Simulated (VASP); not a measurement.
# Zr2C (P6/mmm) in VASP: notebook, part 2 of 3

VASP 6.6.1.

## Step 3: Single point, PBE (random cell by space group and Wyckoff sites (P6/mmm, No. 191))

INCAR

```
PREC = Accurate
ENCUT = 520
EDIFF = 1E-7
ISMEAR = 0
SIGMA = 0.1
LREAL = F
LASPH = T
NELM = 80
ALGO = Normal
ISIF = 2
LWAVE = F
LCHARG = F
GGA = PE
NBANDS = 21
```

KPOINTS

```
Automatic mesh
0
Gamma
  6 6 6
```

POSCAR

```
Zr2C
1.0
    4.5257565881      0.0000000000      0.0000000000
   -2.2628782940      3.9194201766      0.0000000000
    0.0000000000      0.0000000000      2.7799317006
Zr C
2 1
Direct
    0.3333333333      0.6666666667      0.0000000000
    0.6666666667      0.3333333333      0.0000000000
    0.0000000000      0.0000000000      0.5000000000
```

Potentials or basis: VASP PAW PBE potentials, release 64 (Zr_sv, C).

Run with:

```console
> cat potpaw_PBE.64/Zr_sv/POTCAR potpaw_PBE.64/C/POTCAR > POTCAR
> mpirun -np 1 vasp_std > vasp.out
```

OUTCAR:

```text
PREC = Accurate
   ENCUT = 520
   EDIFF = 1E-7
   ISMEAR = 0
   LREAL = F
   LASPH = T
   NELM = 80
   ISIF = 2
   GGA = PE

 ion  position               nearest neighbor table
   1  0.333  0.667  0.000-   2 2.61   2 2.61   2 2.61   3 2.96   3 2.96   3 2.96   3 2.96   3 2.96
                             3 2.96   2 3.82   2 3.82   2 3.82   2 3.82   2 3.82   2 3.82
   2  0.667  0.333  0.000-   1 2.61   1 2.61   1 2.61   3 2.96   3 2.96   3 2.96   3 2.96   3 2.96
                             3 2.96   1 3.82   1 3.82   1 3.82   1 3.82   1 3.82   1 3.82
   3  0.000  0.000  0.500-   1 2.96   2 2.96   1 2.96   2 2.96   1 2.96   1 2.96   2 2.96   2 2.96
                             2 2.96   2 2.96   1 2.96   1 2.96

  LATTYP: Found a hexagonal cell.
 ALAT       =     4.5257565881
 C/A-ratio  =     0.6142468439

  Lattice vectors:

 A1 = (   4.5257565881,   0.0000000000,   0.0000000000)
 A2 = (  -2.2628782940,   3.9194201766,   0.0000000000)
 A3 = (   0.0000000000,   0.0000000000,   2.7799317006)

Analysis of symmetry for initial positions (statically):
=====================================================================
 Subroutine PRICEL returns:
 Original cell was already a primitive cell.

 Routine SETGRP: Setting up the symmetry group for a
 hexagonal supercell.

 Subroutine GETGRP returns: Found 24 space group operations
 (whereof 24 operations were pure point group operations)
 out of a pool of 24 trial point group operations.

The static configuration has the point symmetry D_6h.

Analysis of symmetry for dynamics (positions and initial velocities):
=====================================================================
 Subroutine PRICEL returns:
 Original cell was already a primitive cell.

 Routine SETGRP: Setting up the symmetry group for a
 hexagonal supercell.

 Subroutine GETGRP returns: Found 24 space group operations
 (whereof 24 operations were pure point group operations)
 out of a pool of 24 trial point group operations.

The dynamic configuration has the point symmetry D_6h.

 Subroutine INISYM returns: Found 24 space group operations
 (whereof 24 operations are pure point group operations),
 and found     1 'primitive' translations

----------------------------------------------------------------------------------------

                                     Primitive cell

  volume of cell :      49.3114

  direct lattice vectors                    reciprocal lattice vectors
     4.525756588  0.000000000  0.000000000     0.220957531  0.127569890  0.000000000
    -2.262878294  3.919420177  0.000000000     0.000000000  0.255139780  0.000000000
     0.000000000  0.000000000  2.779931701     0.000000000  0.000000000  0.359721068

  length of vectors
     4.525756588  4.525756588  2.779931701     0.255139780  0.255139780  0.359721068

  position of ions in fractional coordinates (direct lattice)
     0.333333333  0.666666667  0.000000000
     0.666666667  0.333333333  0.000000000
     0.000000000  0.000000000  0.500000000

  ion indices of the primitive-cell ions
   primitive index   ion index
                 1           1
                 2           2
[... 21 lines left out ...]
     0.000000000  0.000000000  0.000000000

 Subroutine IBZKPT returns following result:
 ===========================================

 Found     28 irreducible k-points:

 Following reciprocal coordinates:
            Coordinates               Weight
  0.000000  0.000000  0.000000      1.000000
  0.166667  0.000000  0.000000      6.000000
  0.333333  0.000000  0.000000      6.000000
  0.500000  0.000000  0.000000      3.000000
  0.166667  0.166667  0.000000      6.000000
  0.333333  0.166667  0.000000     12.000000
[... 16 lines left out ...]
  0.166667  0.000000  0.500000      6.000000
  0.333333  0.000000  0.500000      6.000000
 [... further k-points ...]
   k-points           NKPTS =     28   k-points in BZ     NKDIM =     28   number of bands    NBANDS=     21
   number of dos      NEDOS =    301   number of ions     NIONS =      3
   total plane-waves  NPLWV =  31104
   dimension x,y,z NGX =    36 NGY =   36 NGZ =   24
   dimension x,y,z NGXF=    72 NGYF=   72 NGZF=   48
   ions per type =               2   1
   NGX,Y,Z   is equivalent  to a cutoff of  13.22, 13.22, 14.35 a.u.
   NGXF,Y,Z  is equivalent  to a cutoff of  26.45, 26.45, 28.71 a.u.
 SYSTEM =  unknown system
   PREC   = accura    normal or accurate (medium, high low for compatibility)
   ISTART =      0    job   : 0-new  1-cont  2-samecut
   ICHARG =      2    charge: 1-file 2-atom 10-const
   ISPIN  =      1    spin polarized calculation?
   LNONCOLLINEAR =      F non collinear calculations
   LSORBIT =      F    spin-orbit coupling
   LASPH  =      T    aspherical Exc in radial PAW
   ENCUT  =  520.0 eV  38.22 Ry    6.18 a.u.   8.41  8.41  5.17*2*pi/ulx,y,z
   NELM   =     80;   NELMIN=  2; NELMDL= -5     # of ELM steps
   EDIFF  = 0.1E-06   stopping-criterion for ELM
   LREAL  =      F    real-space projection
   EDIFFG = 0.1E-05   stopping-criterion for IOM
   NSW    =      0    number of steps for IOM
   IBRION =     -1    ionic relax: 0-MD 1-quasi-New 2-CG
   NFREE  =      0    steps in history (QN), initial steepest desc. (CG)
   ISIF   =      2    stress and relaxation
   ISYM   =      2    0-nonsym 1-usesym 2-fastsym
   POTIM  = 0.5000    time-step for ionic-motion
   TEBEG  =    0.0;   TEEND  =   0.0 temperature during run
   PSTRESS=    0.0 pullay stress
   NELECT =      28.0000    total number of electrons
   NUPDOWN=      -1.0000    fix difference up-down
   EMIN   =  10.00;   EMAX   =-10.00  energy-range for DOS
   EFERMI =   0.00;   METHOD = LEGACY
   ISMEAR =     0;   SIGMA  =   0.10  broadening in eV -4-tet -1-fermi 0-gaus
   EFERMI_NEDOS =   21; number of points for ismear=-14 and -15
   IALGO  =     38    algorithm
   IMIX   =      4    mixing-type and parameters
     AMIX     =   0.40;   BMIX     =  1.00
     AMIX_MAG =   1.60;   BMIX_MAG =  1.00
  volume/ion in A,a.u.               =      16.44       110.92
  Fermi-wavevector in a.u.,A,eV,Ry     =   1.355642  2.561793 25.004327  1.837766
  Thomas-Fermi vector in A             =   2.482713
   LORBIT       =      0    0 simple, 1 ext, 2 COOP (PROOUT), +10 PAW based schemes
   GGA     = PE    functional components
   LHFCALC =     F    Hartree Fock is set to
   AEXX    =    0.0000 exact exchange contribution
   IVDW    =     0    specifies the selected vdW correction
   LEPSILON=     F    determine dielectric tensor
   LRPA    =     F    only Hartree local field effects (RPA)
 non-spin polarized calculation
 Gauss-broadening in eV      SIGMA  =   0.10
  energy-cutoff  :      520.00
  volume of cell :       49.31
 maximum number of plane-waves:      1342
 NGX is ok and might be reduce to    36
   NGX = 17   NGY = 17   NGZ = 11

 number of electron      28.0000000 magnetization

 Free energy of the ion-electron system (eV)
  ---------------------------------------------------
  ext. energy  EPLUGINS =         0.00000000
  ---------------------------------------------------
  free energy    TOTEN  =       -20.94039709 eV

  energy without entropy =      -20.92675085  energy(sigma->0) =      -20.93357397

 E-fermi :   9.5044     XC(G=0): -11.6547

 val. band max:        9.4623455444   @ k =   0.5000   0.0000   0.3333
 cond. band min:       9.5125770200   @ k =   0.1667   0.1667   0.0000
 fundamental gap:      0.0502314756
 Fermi energy:         9.5043855416

 k-point     1 :       0.0000    0.0000    0.0000
  band No.  band energies     occupation
      1     -39.3931      2.00000
      2     -38.7500      2.00000
      3     -18.1691      2.00000
      4     -18.1691      2.00000
      5     -16.4837      2.00000
      6     -16.4160      2.00000
[... 565 lines left out ...]
     20      13.8633      0.00000
     21      15.6929      0.00000

 [... further k-points ...]

------------------------ aborting loop because EDIFF is reached ----------------------------------------

  FORCE on cell =-STRESS in cart. coord.  units (eV):
  Direction    XX          YY          ZZ          XY          YZ          ZX
  --------------------------------------------------------------------------------------
  -------------------------------------------------------------------------------------
  Total        0.1094262      0.1094262     -0.0204218      0.0000000      0.0000000      0.0000000
  in kB        3.5553694      3.5553694     -0.6635253      0.0000000      0.0000000      0.0000000
  external PRESSURE =       2.1490711 kB  Pullay stress =       0.0000000 kB

 VOLUME and BASIS-vectors are now :
 -----------------------------------------------------------------------------
  energy-cutoff  :      520.00
  volume of cell :       49.31
      direct lattice vectors                 reciprocal lattice vectors
     4.525756588  0.000000000  0.000000000     0.220957531  0.127569890  0.000000000
    -2.262878294  3.919420177  0.000000000     0.000000000  0.255139780  0.000000000
     0.000000000  0.000000000  2.779931701     0.000000000  0.000000000  0.359721068

 POSITION                                       TOTAL-FORCE (eV/Angst)
 -----------------------------------------------------------------------------------
     -0.00000      2.61295      0.00000         0.000000     -0.000000     -0.000000
      2.26288      1.30647      0.00000        -0.000000      0.000000      0.000000
      0.00000      0.00000      1.38997        -0.000000      0.000000     -0.000000
 -----------------------------------------------------------------------------------
    total drift:                                0.000000      0.000000      0.000000

  FREE ENERGIE OF THE ION-ELECTRON SYSTEM (eV)
  ---------------------------------------------------
  free  energy   TOTEN  =       -20.9403970865 eV

  energy  without entropy=      -20.9267508507  energy(sigma->0) =      -20.93357397
```

Run time: 50 s. Hardware: 1 thread of AMD EPYC 7R43 (Zen 3), shared host; peak memory 0.14 GiB.

Results:

- Free energy: -20.9404 eV
- Pressure: 0.2 GPa
- Band gap on the k mesh: none (metal or under the smearing width)

Stress tensor (GPa, compression positive):
```
 0.36  0.00  0.00
 0.00  0.36  0.00
 0.00  0.00 -0.07
```

Levels at points of the mesh, in eV from the Fermi level:
```tsv
k point	band 10	band 11	band 12	band 13	band 14	band 15	band 16	band 17	band 18	band 19
(0.00, 0.00, 0.00)	-3.26	-3.26	-2.78	-0.34	0.32	1.06	1.06	2.12	3.03	3.03
(0.50, 0.00, 0.00)	-4.54	-2.97	-1.89	-1.39	-0.99	0.10	1.40	2.65	3.03	3.93
(0.00, 0.00, 0.50)	-4.44	-2.59	-2.59	-1.96	-1.96	1.33	1.33	2.24	2.24	2.58
(0.50, 0.00, 0.50)	-4.23	-3.80	-2.40	-0.80	-0.15	0.23	0.56	2.02	2.65	2.65
```

Caveat: the k mesh is coarse (spacing up to 0.38 Å⁻¹), so the values aren't converged.

[end of part 2 of 3]
